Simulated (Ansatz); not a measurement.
# GaN (F-43m) in Ansatz: further runs

The runs below take GaN through single point, with PBE.

Program: Ansatz 0.2.0. These are calculated values, not measurements. Logs are shortened: lines on timing, memory, paths and dates and some standing lists are left out, and cuts for length are marked.

**The experiment to reproduce.**

From a printed reference work, textbook, for a bulk crystal of GaN at 0 K: band gap 3.299 eV (direct).

The runs below are set against these values where they give the same quantity.

### Step 1. The structure

The structure is cubic, space group F-43m (No. 216). Conventional cell: a = 4.507 Å, b = 4.507 Å, c = 4.507 Å, α = 90.00°, β = 90.00°, γ = 90.00°. Ga (site symmetry -43m) is surrounded by 4 N at 1.95 Å. N (site symmetry -43m) is surrounded by 4 Ga at 1.95 Å.

The cell is a database's computed one.

### Step 2. Single point, PBE

input.yaml

```yaml
crystal:
  lattice:
    - [0.0, 2.2535006075, 2.2535006075]
    - [2.2535006075, 0.0, 2.2535006075]
    - [2.2535006075, 2.2535006075, 0.0]
  atoms:
    - { symbol: Ga, position: [0.0, 0.0, 0.0] }
    - { symbol: "N", position: [0.25, 0.25, 0.25] }
kpoints:
  mp_grid: { grid: [5, 5, 5] }
scf:
  occupations: { method: fermi_dirac, width: 0.06 }
hamiltonian:
  xc: pbe
  pseudopotentials: { kind: all_electron, lapw: { basis_error: 0.002 } }
output:
  forces: true
  stress: true
  eigenvalues: true
```

Potentials or basis: all-electron LAPW, scalar-relativistic.

Started as:

```sh
ansatz run input.yaml --threads 1 --pin off --max-ram 3072MiB --backend cpu --events-out ev --progress --plain --runs-dir out
```

Standard output:

```text
Warning: RAYON_NUM_THREADS=1 ignored (pool sized by the plan → 1); use --threads N
LAPW: plane waves up to 10.105 Å⁻¹, error target 2.0e-3 eV per atom; small_component_spin mean_spin; N in spheres of 0.855 Å, 7 of its electrons in bands, Dirac shells []; Ga in spheres of 1.097 Å, 21 of its electrons in bands, Dirac shells [] (how accurate: hamiltonian.pseudopotentials.lapw.basis_error, Limitations)
Engine: ansatz 0.2.0, aarch64-unknown-linux-gnu
Pseudopotentials: kind: all_electron
Pseudopotential: Ga, LAPW, valence charge 21, lapw/all_electron/scalar/gaussian/Ga, Koelling and Harmon's equation, gaussian nucleus
Pseudopotential: N, LAPW, valence charge 7, lapw/all_electron/scalar/gaussian/N, Koelling and Harmon's equation, gaussian nucleus
Functional definition: PBE
  parameter kappa = 0.804
  parameter beta = 0.06672455060314922
  exchange = pbe_x(kappa = kappa, mu = beta*pi^2/3)
  correlation = pbe_c(beta = beta)
Crystal: 2 atoms, lattice volume = 22.888 Å³
Basis set: ecut = 389.0229518191945 eV, 411 PW (Γ), exchange–correlation at level 2
Bands: 18, of which v1, the nominal top of the filled ones, is band 14 counted from 1 (13 counted from 0)
Symmetry: 24 space group operations
Space group: F-43m (ITA 216), of the structure as read, at distance tolerance 2.8e-5 Å
k-points: 10 of 125 (time reversal used)
Non-local potential: Ga, projectors of the file, none
Non-local potential: N, projectors of the file, none
Initial density: superposition of atomic densities (chi_scale 0.1, normalization cell, long waves kept (reshape's long-wave potential 0.00 eV rms))
Initial wavefunctions: plane waves of lowest kinetic energy (no species holds an atomic orbital)
Functional: x = pbe(κ = 0.804, μ = 0.2195149727645171), c = pbe(β = 0.06672455060314922)
iter 1 solved again at ethr=1.90e-2 eV; its pass at ethr=1.00e-1 eV (dr2=5.32e0 eV) is discarded
SCF iter   1: F=—  HF=-54392.847643 eV  |F-HF|=—  |Δ(HF+E_count)|=         —  Δρ=1.36e-1  dr2=5.32e0  ethr=1.90e-2  ⟨swp⟩=2.0  Hψ=1172  notcnv=0
preconditioner: auto → none  [insulator: Δε(μ)=3.174 eV  Ē_g=18.322 eV  σ=0.060 eV  W_gap=1.00  n_scr=14 (ndim 8)  ℏωp=32.9 eV  f_vac=0.000  D(μ)=0.00/eV (n_scr^D=0)  ε∞_Penn≈4.2]
SCF iter   2: F=—  HF=-54391.324111 eV  |F-HF|=—  |Δ(HF+E_count)|=    1.52e0  Δρ=5.80e-2  dr2=6.48e-1  ethr=1.90e-2  ⟨swp⟩=3.0  Hψ=569  notcnv=0
iter 3 solved again at ethr=1.41e-4 eV; its pass at ethr=2.31e-3 eV (dr2=3.96e-2 eV) is discarded
SCF iter   3: F=—  HF=-54390.846525 eV  |F-HF|=—  |Δ(HF+E_count)|=   4.78e-1  Δρ=1.50e-2  dr2=3.96e-2  ethr=1.41e-4  ⟨swp⟩=2.0  Hψ=936  notcnv=0
SCF iter   4: F=—  HF=-54390.847794 eV  |F-HF|=—  |Δ(HF+E_count)|=         —  Δρ=2.75e-3  dr2=1.86e-3  ethr=1.41e-4  ⟨swp⟩=2.0  Hψ=537  notcnv=0
the basis was enlarged: its passes take 146.8 KiB over the memory plan, 1 of 1 planned eigensolver slots
SCF iter   5: F=—  HF=-54390.842427 eV  |F-HF|=—  |Δ(HF+E_count)|=   5.37e-3  Δρ=4.22e-4  dr2=3.67e-5  ethr=6.63e-6  ⟨swp⟩=2.6  Hψ=509  notcnv=0
SCF iter   6: F=—  HF=-54390.842357 eV  |F-HF|=—  |Δ(HF+E_count)|=   7.00e-5  Δρ=2.43e-4  dr2=5.48e-6  ethr=1.31e-7  ⟨swp⟩=3.0  Hψ=530  notcnv=0
SCF iter   7: F=—  HF=-54390.842360 eV  |F-HF|=—  |Δ(HF+E_count)|=   3.73e-6  Δρ=4.75e-5  dr2=2.36e-7  ethr=1.96e-8  ⟨swp⟩=3.0  Hψ=518  notcnv=0
SCF iter   8: F=-54390.842361 eV  HF=-54390.842361 eV  |F-HF|=2.67e-9  |Δ(HF+E_count)|=   2.08e-7  Δρ=3.94e-6  dr2=1.90e-9  ethr=8.42e-10  ⟨swp⟩=3.0  Hψ=525  notcnv=0
SCF 1 converged in 8 iterations: F = -54390.842361 eV  dr2 = 1.90e-9
SCF converged after 8 iterations
Free energy (F): -54390.842361 eV
Harris-Foulkes:  -54390.842361 eV  (|F-HF|=2.67e-9)
Internal energy: -54390.842361 eV  (E = F + TS)
E sigma→0 (E₀):  -54390.842361 eV
Entropy (-TS):   -0.000000 eV (-0.000 meV/atom)
Fermi energy:    12.312778 eV
--- Per-component energies (eV) ---
  E_band       = -1451.075281
  E_kinetic    = 55428.841317
  E_xc         = -2248.803477
  E_electrostatic = -107570.880200  (all electrons and nuclei)
  E_smearing   = -0.000000  (= −TS)
  E_closure    = 0.000000  (closes the sum)
  E_atoms      = -54378.687074  (free atoms, spherical and without spin; not in F)
  Σ components = -54390.842361   (vs F -54390.842361, Δ=0.00e0)
  Basis errors (estimates in eV, not in F): energy 8.7e-4 per atom: plane waves 8.1e-4 (4.9e-4 summed), levels above the bands 1.0e-84, relativity 8.6e-8, radial functions 5.9e-5, core shells 2.2e-10; eigenvalues (radial functions only) 9.7e-6; not estimated: angular momenta, meshes, grids; target (lapw.basis_error) 2.0e-3; muffin-tin radii N 0.855 Å, Ga 1.097 Å
--- Forces (eV/Å), atoms counted from 1 ---
  atom   1  Ga    -0.00000000     0.00000000    -0.00000000
  atom   2  N      0.00000000    -0.00000000     0.00000000
  max |Σ_I F_I| component: 6.48e-17 eV/Å
--- Stress (GPa, compression-positive) ---
        4.861677       0.000000       0.000000
        0.000000       4.861677       0.000000
        0.000000       0.000000       4.861677
  P = ⅓ Tr σ = 4.8617 GPa (48.617 kbar)
--- Band table (eV; the first three rows and the last of 10) ---
  k-point 0: bands = ["-363.7079", "-130.6408", "-81.3845", "-81.3845", "-81.3845", "-4.5177", "-2.0914", "-2.0914", "-2.0914", "-1.7766", "-1.7766", "11.4154", "11.4154", "11.4154", "13.1436", "21.7162", "21.7162", "21.7162"]
  k-point 1: bands = ["-363.7079", "-130.6407", "-81.3850", "-81.3846", "-81.3846", "-4.1358", "-2.0467", "-2.0467", "-1.8841", "-1.7765", "-1.7765", "8.5049", "11.0467", "11.0467", "15.0805", "20.4423", "22.1411", "22.1411"]
  k-point 2: bands = ["-363.7079", "-130.6407", "-81.3858", "-81.3848", "-81.3848", "-3.6832", "-2.0072", "-2.0072", "-1.7405", "-1.7405", "-0.8648", "5.0617", "10.5286", "10.5286", "16.0113", "20.0878", "21.8813", "21.8813"]
  k-point 9: bands = ["-363.7079", "-130.6407", "-81.3857", "-81.3853", "-81.3850", "-3.4992", "-1.9539", "-1.9200", "-1.7980", "-1.7485", "-0.0890", "5.7062", "7.6896", "8.7998", "17.5229", "19.3354", "21.1098", "23.5636"]
```

Wall time 4.1 s (1 thread of Arm Neoverse V1, shared host); peak memory 0.22 GiB.

What came out:

* Free energy: -54390.8424 eV
* Pressure: 4.9 GPa
* Band gap on the k mesh: 1.73 eV, direct

Caveat: the k mesh is coarse (spacing up to 0.48 Å⁻¹), so the values aren't converged.

### Step 3. Single point, PBE

input.yaml, as its differences from that of step 2:

```diff
@@ -9,8 +9,8 @@
 kpoints:
-  mp_grid: { grid: [5, 5, 5] }
+  mp_grid: { grid: [10, 10, 10] }
 scf:
-  occupations: { method: fermi_dirac, width: 0.06 }
+  occupations: { method: gaussian, width: 0.011 }
 hamiltonian:
   xc: pbe
-  pseudopotentials: { kind: all_electron, lapw: { basis_error: 0.002 } }
+  pseudopotentials: { kind: all_electron, lapw: { basis_error: 0.001 } }
 output:
```

Potentials or basis: all-electron LAPW, scalar-relativistic.

Started as:

```sh
ansatz run input.yaml --threads 1 --pin off --max-ram 3072MiB --backend cpu --events-out ev --progress --plain --runs-dir out
```

Run time: 17 s. Hardware: 1 thread of Arm Neoverse V1, shared host; peak memory 0.29 GiB.

The run converged. Its results:

```
Free energy            : -54390.8589 eV
Pressure               : 4.9 GPa
Band gap on the k mesh : 1.73 eV, direct
```

Levels at points of the mesh, in eV from the valence-band top:
| k point | band 11 | band 12 | band 13 | band 14 | band 15 | band 16 | band 17 | band 18 |
| --- | --- | --- | --- | --- | --- | --- | --- | --- |
| (0.00, 0.00, 0.00) | -13.18 | 0.00 | 0.00 | 0.00 | 1.73 | 10.31 | 10.31 | 10.31 |
| (0.00, 0.00, -0.50) | -11.91 | -7.03 | -0.97 | -0.97 | 4.65 | 8.73 | 10.36 | 10.36 |
| (0.00, -0.50, -0.50) | -11.48 | -6.12 | -2.70 | -2.70 | 3.36 | 6.67 | 11.71 | 13.96 |

### Step 4. Single point, PBE

input.yaml, as its differences from that of step 3:

```diff
@@ -11,3 +11,3 @@
 scf:
-  occupations: { method: gaussian, width: 0.011 }
+  occupations: { method: gaussian, width: 0.028 }
 hamiltonian:
```

Started as:

```sh
ansatz run input.yaml --threads 1 --pin off --max-ram 3072MiB --backend cpu --events-out ev --progress --plain --runs-dir out
```

Run time: 17 s. Hardware: 1 thread of Arm Neoverse V1, shared host; peak memory 0.29 GiB.

Results (log left out):

```yaml
Free_energy: -54390.8589 eV
Pressure: 4.9 GPa
Band_gap_on_the_k_mesh: 1.73 eV, direct
```

Levels at points of the mesh, in eV from the valence-band top:
```csv
k point,band 12,band 13,band 14,band 15,band 16,band 17
"(0.00, 0.00, 0.00)",0.00,0.00,0.00,1.73,10.31,10.31
"(0.00, 0.00, -0.50)",-7.03,-0.97,-0.97,4.65,8.73,10.36
"(0.00, -0.50, -0.50)",-6.12,-2.70,-2.70,3.36,6.67,11.71
```

### Step 5. Overview

| k mesh | cutoff (eV) | smearing | basis error allowed | mesh quality | gap on the mesh (eV) | pressure (GPa) |
| --- | --- | --- | --- | --- | --- | --- |
| 5 × 5 × 5 | 389 | fermi-dirac 0.06 eV | 0.002 eV/atom | coarse | 1.73 | 4.9 |
| 10 × 10 × 10 | 422 | gaussian 0.011 eV | 0.001 eV/atom | not flagged | 1.73 | 4.9 |
| 10 × 10 × 10 | 422 | gaussian 0.028 eV | 0.001 eV/atom | not flagged | 1.73 | 4.9 |

Alike in all rows: task single point; level PBE; potentials or basis all-electron LAPW, scalar-relativistic; no spin polarisation; cell as given.

Caveats: some runs use coarse meshes.

Compare energies only between runs with the same functional and basis.

### Step 6. How close it comes

Step 3. A measured gap of GaN is 3.299 eV (direct; 0 K; a printed reference work, textbook); the calculated 1.73 eV misses it by -1.56 eV. Spin-orbit coupling on Ga is left out. The value is that of PBE, without temperature or zero-point motion. Semilocal functionals fall short of measured gaps as a rule. The cell is a database's relaxed one, not the measured one, which moves gaps too.

Step 4. A measured gap of GaN is 3.299 eV (direct; 0 K; a printed reference work, textbook); the calculated 1.73 eV misses it by -1.56 eV. Spin-orbit coupling on Ga is left out. The value is that of PBE, without temperature or zero-point motion. Semilocal functionals fall short of measured gaps as a rule. The cell is a database's relaxed one, not the measured one, which moves gaps too.
